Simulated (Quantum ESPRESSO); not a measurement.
# How BaS absorbs and reflects light

Wanted: where BaS starts to absorb, how strongly, and its refractive index.

Calculated with Quantum ESPRESSO 7.5; DFT, PBE, plane waves with norm-conserving potentials (PseudoDojo), scalar-relativistic, independent-particle optical response without local fields and without the non-local commutator.

### Step 1. Starting point

It takes space group Fm-3m (No. 225, cubic). Conventional cell: a = 6.388 Å, b = 6.388 Å, c = 6.388 Å, α = 90.00°, β = 90.00°, γ = 90.00°. Nearest to Ba lie 6 S at 3.19 Å. Nearest to S lie 6 Ba at 3.19 Å. Farther neighbours and most contacts between anions are not listed.

Structure file:

```cif
data_structure
_symmetry_space_group_name_H-M 'Fm-3m'
_symmetry_Int_Tables_number 225
_cell_length_a 6.3875
_cell_length_b 6.3875
_cell_length_c 6.3875
_cell_angle_alpha 90.000
_cell_angle_beta 90.000
_cell_angle_gamma 90.000
_cell_volume 260.61
loop_
_atom_site_label
_atom_site_type_symbol
_atom_site_symmetry_multiplicity
_atom_site_Wyckoff_symbol
_atom_site_fract_x
_atom_site_fract_y
_atom_site_fract_z
_atom_site_occupancy
Ba1 Ba 4 a 0.00000 0.00000 0.00000 1
S1 S 4 b 0.50000 0.00000 0.00000 1
```

### Step 2. Ground state

The self-consistent density comes first; it also tells whether there is a gap, which decides the occupations and the need for a Drude term.

This step: DFT, PBE, plane waves with norm-conserving potentials (PseudoDojo), scalar-relativistic, ground state (Quantum ESPRESSO 7.5).

scf.in

```
&control
  calculation = 'scf'
  prefix = 'x'
  outdir = './tmp'
  pseudo_dir = './'
  verbosity = 'high'
/
&system
  ibrav = 0
  nat = 2
  ntyp = 2
  ecutwfc = 70
  occupations = 'smearing'
  smearing = 'fd'
  degauss = 0.003675
  nbnd = 12
/
&electrons
  conv_thr = 1e-09
  electron_maxstep = 100
/
ATOMIC_SPECIES
  Ba 1.0 Ba.upf
  S 1.0 S.upf
CELL_PARAMETERS angstrom
  0.000000000000 3.193750000000 3.193750000000
  3.193750000000 0.000000000000 3.193750000000
  3.193750000000 3.193750000000 0.000000000000
ATOMIC_POSITIONS crystal
  Ba 0.000000000000 0.000000000000 0.000000000000
  S 0.500000000000 0.500000000000 0.500000000000
K_POINTS automatic
  6 6 6 0 0 0
```

The run is started by

```bash
mpirun -n 4 pw.x -nk 4 -in scf.in
```

Output:

```text
for quantum simulation of materials; please cite

     using ibrav=0 with symmetry is DISCOURAGED, use correct ibrav instead

     G-vector sticks info
     --------------------
     sticks:   dense  smooth     PW     G-vecs:    dense   smooth      PW
     Sum        1405    1405    421                34717    34717    5521

     Using Slab Decomposition

     bravais-lattice index     =            0
     lattice parameter (alat)  =       8.5352  a.u.
     unit-cell volume          =     439.6725 (a.u.)^3
     number of atoms/cell      =            2
     number of atomic types    =            2
     number of electrons       =        16.00
     number of Kohn-Sham states=           12
     kinetic-energy cutoff     =      70.0000  Ry
     charge density cutoff     =     280.0000  Ry
     scf convergence threshold =      1.0E-09
     mixing beta               =       0.7000
     number of iterations used =            8  plain     mixing
     Exchange-correlation= PBE
                           (   1   4   3   4   0   0   0)

     celldm(1)=   8.535221  celldm(2)=   0.000000  celldm(3)=   0.000000
     celldm(4)=   0.000000  celldm(5)=   0.000000  celldm(6)=   0.000000

     crystal axes: (cart. coord. in units of alat)
               a(1) = (   0.000000   0.707107   0.707107 )
               a(2) = (   0.707107   0.000000   0.707107 )
               a(3) = (   0.707107   0.707107   0.000000 )

     reciprocal axes: (cart. coord. in units 2 pi/alat)
               b(1) = ( -0.707107  0.707107  0.707107 )
               b(2) = (  0.707107 -0.707107  0.707107 )
               b(3) = (  0.707107  0.707107 -0.707107 )

     ./Ba.upf
     Pseudo is Norm-conserving + core correction, Zval = 10.0
     Generated using ONCVPSP code by D. R. Hamann
     Using radial grid of 1958 points,  6 beta functions with:
                l(1) =   0
                l(2) =   0
                l(3) =   1
                l(4) =   1
                l(5) =   2
                l(6) =   2

     ./S.upf
     Pseudo is Norm-conserving + core correction, Zval =  6.0
     Generated using ONCVPSP code by D. R. Hamann
     Using radial grid of 1146 points,  6 beta functions with:
                l(1) =   0
                l(2) =   0
                l(3) =   1
                l(4) =   1
                l(5) =   2
                l(6) =   2

     atomic species   valence    mass     pseudopotential
     Ba               10.00     1.00000     Ba( 1.00)
     S                 6.00     1.00000     S ( 1.00)

     48 Sym. Ops., with inversion, found

                                    s                        frac. trans.

     [... symmetry matrices left out ...]
   Cartesian axes

     site n.     atom                  positions (alat units)
         1        Ba     tau(   1) = (   0.0000000   0.0000000   0.0000000  )
         2        S      tau(   2) = (   0.7071068   0.7071068   0.7071068  )

   Crystallographic axes

     site n.     atom                  positions (cryst. coord.)
         1        Ba     tau(   1) = (  0.0000000  0.0000000  0.0000000  )
         2        S      tau(   2) = (  0.5000000  0.5000000  0.5000000  )

     number of k points=    16  Fermi-Dirac smearing, width (Ry)=  0.0037
                       cart. coord. in units 2pi/alat
        k(    1) = (   0.0000000   0.0000000   0.0000000), wk =   0.0092593
        k(    2) = (   0.1178511   0.1178511  -0.1178511), wk =   0.0740741
        k(    3) = (   0.2357023   0.2357023  -0.2357023), wk =   0.0740741
        k(    4) = (  -0.3535534  -0.3535534   0.3535534), wk =   0.0370370
        k(    5) = (   0.2357023   0.0000000  -0.0000000), wk =   0.0555556
        k(    6) = (   0.3535534   0.1178511  -0.1178511), wk =   0.2222222
        k(    7) = (  -0.2357023  -0.4714045   0.4714045), wk =   0.2222222
        k(    8) = (  -0.1178511  -0.3535534   0.3535534), wk =   0.2222222
        k(    9) = (   0.0000000  -0.2357023   0.2357023), wk =   0.1111111
        k(   10) = (   0.4714045   0.0000000  -0.0000000), wk =   0.0555556
        k(   11) = (  -0.1178511  -0.5892557   0.5892557), wk =   0.2222222
        k(   12) = (  -0.0000000  -0.4714045   0.4714045), wk =   0.1111111
        k(   13) = (  -0.7071068   0.0000000   0.0000000), wk =   0.0277778
        k(   14) = (  -0.2357023  -0.4714045   0.7071068), wk =   0.2222222
        k(   15) = (  -0.1178511  -0.3535534   0.5892557), wk =   0.2222222
        k(   16) = (  -0.7071068   0.2357023   0.0000000), wk =   0.1111111

                       cryst. coord.
[...]
k(    9) = (  -0.0000000   0.1666667  -0.1666667), wk =   0.1111111
        k(   10) = (  -0.0000000   0.3333333   0.3333333), wk =   0.0555556
        k(   11) = (   0.0000000   0.3333333  -0.5000000), wk =   0.2222222
        k(   12) = (   0.0000000   0.3333333  -0.3333333), wk =   0.1111111
        k(   13) = (   0.0000000  -0.5000000  -0.5000000), wk =   0.0277778
        k(   14) = (   0.1666667   0.3333333  -0.5000000), wk =   0.2222222
        k(   15) = (   0.1666667   0.3333333  -0.3333333), wk =   0.2222222
        k(   16) = (   0.1666667  -0.5000000  -0.3333333), wk =   0.1111111

     Dense  grid:    34717 G-vectors     FFT dimensions: (  45,  45,  45)

     Initial potential from superposition of free atoms

     starting charge      15.9834, renormalised to      16.0000
     Starting wfcs are    9 randomized atomic wfcs +    3 random wfcs

     Self-consistent Calculation

     iteration #  1     ecut=    70.00 Ry     beta= 0.70
     Davidson diagonalization with overlap

            55 MiB given to the printing process from OS
            26 MiB allocation reported by mallinfo(arena+hblkhd)
------------------
     ethr =  1.00E-02,  avg # of iterations =  6.6

     Threshold (ethr) on eigenvalues was too large:
     Diagonalizing with lowered threshold

     Davidson diagonalization with overlap

            58 MiB given to the printing process from OS
            30 MiB allocation reported by mallinfo(arena+hblkhd)
------------------
     ethr =  8.61E-04,  avg # of iterations =  1.6

     total energy              =     -78.51286711 Ry
     estimated scf accuracy    <       0.13438093 Ry

     iteration #  2     ecut=    70.00 Ry     beta= 0.70
     Davidson diagonalization with overlap

            69 MiB given to the printing process from OS
            40 MiB allocation reported by mallinfo(arena+hblkhd)
------------------
     ethr =  8.40E-04,  avg # of iterations =  3.5

     total energy              =     -78.54446080 Ry
     estimated scf accuracy    <       0.08253190 Ry

     iteration #  3     ecut=    70.00 Ry     beta= 0.70
     Davidson diagonalization with overlap

            70 MiB given to the printing process from OS
            41 MiB allocation reported by mallinfo(arena+hblkhd)
------------------
     ethr =  5.16E-04,  avg # of iterations =  2.0

     total energy              =     -78.56261383 Ry
     estimated scf accuracy    <       0.00097332 Ry

     iteration #  4     ecut=    70.00 Ry     beta= 0.70
     Davidson diagonalization with overlap

            70 MiB given to the printing process from OS
            42 MiB allocation reported by mallinfo(arena+hblkhd)
------------------
     ethr =  6.08E-06,  avg # of iterations =  8.9

     total energy              =     -78.56278674 Ry
     estimated scf accuracy    <       0.00009259 Ry

     iteration #  5     ecut=    70.00 Ry     beta= 0.70
     Davidson diagonalization with overlap

            72 MiB given to the printing process from OS
            43 MiB allocation reported by mallinfo(arena+hblkhd)
------------------
     ethr =  5.79E-07,  avg # of iterations =  2.1

     total energy              =     -78.56280529 Ry
     estimated scf accuracy    <       0.00000082 Ry

     iteration #  6     ecut=    70.00 Ry     beta= 0.70
     Davidson diagonalization with overlap

            73 MiB given to the printing process from OS
            44 MiB allocation reported by mallinfo(arena+hblkhd)
------------------
     ethr =  5.11E-09,  avg # of iterations =  3.9

     total energy              =     -78.56280608 Ry
     estimated scf accuracy    <       0.00000140 Ry

     iteration #  7     ecut=    70.00 Ry     beta= 0.70
     Davidson diagonalization with overlap

            74 MiB given to the printing process from OS
            45 MiB allocation reported by mallinfo(arena+hblkhd)
------------------
     ethr =  5.11E-09,  avg # of iterations =  2.6

     total energy              =     -78.56280627 Ry
     estimated scf accuracy    <       0.00000004 Ry

     iteration #  8     ecut=    70.00 Ry     beta= 0.70
     Davidson diagonalization with overlap

            75 MiB given to the printing process from OS
            46 MiB allocation reported by mallinfo(arena+hblkhd)
------------------
     ethr =  2.66E-10,  avg # of iterations =  2.7

     total energy              =     -78.56280627 Ry
     estimated scf accuracy    <          3.8E-09 Ry

     iteration #  9     ecut=    70.00 Ry     beta= 0.70
     Davidson diagonalization with overlap

            76 MiB given to the printing process from OS
            47 MiB allocation reported by mallinfo(arena+hblkhd)
------------------
     ethr =  2.38E-11,  avg # of iterations =  2.9

     End of self-consistent calculation

          k = 0.0000 0.0000 0.0000 (  4285 PWs)   bands (ev):

   -20.1605  -5.2017  -5.2017  -5.2017  -4.4386   5.8939   5.8939   5.8939
     9.5199   9.7999   9.7999   9.7999

     occupation numbers
     1.0000   1.0000   1.0000   1.0000   1.0000   1.0000   1.0000   1.0000
     0.0000   0.0000   0.0000   0.0000

          k = 0.1179 0.1179-0.1179 (  4375 PWs)   bands (ev):

   -20.1495  -5.6546  -5.2113  -5.2113  -3.9636   5.2543   5.5613   5.5613
     9.8306  10.2028  10.2028  10.4901

     occupation numbers
     1.0000   1.0000   1.0000   1.0000   1.0000   1.0000   1.0000   1.0000
     0.0000   0.0000   0.0000   0.0000

          k = 0.2357 0.2357-0.2357 (  4323 PWs)   bands (ev):

   -20.1272  -6.1535  -5.2303  -5.2303  -3.4165   4.3541   5.0475   5.0475
    10.3726  11.2816  11.2816  11.9449

     occupation numbers
     1.0000   1.0000   1.0000   1.0000   1.0000   1.0000   1.0000   1.0000
     0.0000   0.0000   0.0000   0.0000

          k =-0.3536-0.3536 0.3536 (  4338 PWs)   bands (ev):

   -20.1160  -6.3411  -5.2397  -5.2397  -3.2022   3.9896   4.8360   4.8360
    11.4704  11.5666  12.2409  12.2409

     occupation numbers
     1.0000   1.0000   1.0000   1.0000   1.0000   1.0000   1.0000   1.0000
     0.0000   0.0000   0.0000   0.0000

     [... further k points left out ...]

     the Fermi energy is     6.9029 ev

!    total energy              =     -78.56280627 Ry
     estimated scf accuracy    <          4.3E-12 Ry
     smearing contrib. (-TS)   =      -0.00000000 Ry
     internal energy E=F+TS    =     -78.56280627 Ry

     The total energy is F=E-TS. E is the sum of the following terms:
     one-electron contribution =      -5.46370359 Ry
     hartree contribution      =       9.19934550 Ry
     xc contribution           =     -19.80713979 Ry
     ewald contribution        =     -62.49130840 Ry

     convergence has been achieved in   9 iterations

     XML data file, charge density, pseudopotentials, collected wavefunctions

                                        0.00s GPU  (     181 calls)

=------------------------------------------------------------------------------=
   JOB DONE.
=------------------------------------------------------------------------------=
```

The job ended after 4.2 s (4 MPI ranks of Arm Neoverse V2, shared host; peak memory 0.08 GiB; 16 s of CPU time).

This step gave:

```
total energy           : -78.56 Ry
gap on the k-mesh      : 2.146 eV
direct gap on the mesh : 2.273 eV
```

There is a gap, 2.15 eV on this mesh (points off the mesh can give less), so no carriers' term is needed.

(Part 1 of 3 ends here.)

[Machine, clock, banner and «Message from routine» lines are left out of the logs.]

[Logs are printed without paths, hosts, clocks, repeated set-up lines and the standing remarks that a program may print on its own settings, such as how far it seeks lower states.]

[Hosts, paths, dates, database ids (printed as entryN), source tags and the programs' standing remarks are cut or masked in the printed files.]
